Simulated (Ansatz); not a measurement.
Ir at several levels of theory

One geometry, relaxed with PBE, and single points on it; plane waves with PAW potentials in Ansatz, scalar-relativistic unless the row names spin-orbit coupling. No spin polarisation. Meshes are on the primitive cell of 1 atom. Gaps are the least over mesh and band path; pressure is positive in compression. Smearing is Gaussian, 0.10 eV.

Space group Fm-3m (No. 225). a = 3.871 Å, b = 3.871 Å, c = 3.871 Å, α = 90.00°, β = 90.00°, γ = 90.00°
```
atom site symmetry x y z
  Ir    4a m-3m  0.0000  0.0000  0.0000
```

```
level cutoff (eV) k mesh gap (eV) pressure (GPa) rough cost with bands (core-min)
  PBE          420  18×18×18         0             0.0                              0.14
```

Task: What do r2SCAN, PBE with spin-orbit coupling, LDA give on the same cell?

Result:
| level | cutoff (eV) | k mesh | gap (eV) | pressure (GPa) | rough cost with bands (core-min) |
| --- | --- | --- | --- | --- | --- |
| r2SCAN | 500 | 18×18×18 | 0 | -7.4 | 0.25 |
| PBE with spin-orbit coupling | 420 | 18×18×18 | 0 | 0.7 | 0.19 |
| LDA | 420 | 18×18×18 | 0 | -16.8 | 0.14 |

Spin-orbit coupling is left out except in a row that names it, which matters for the bands of heavy elements.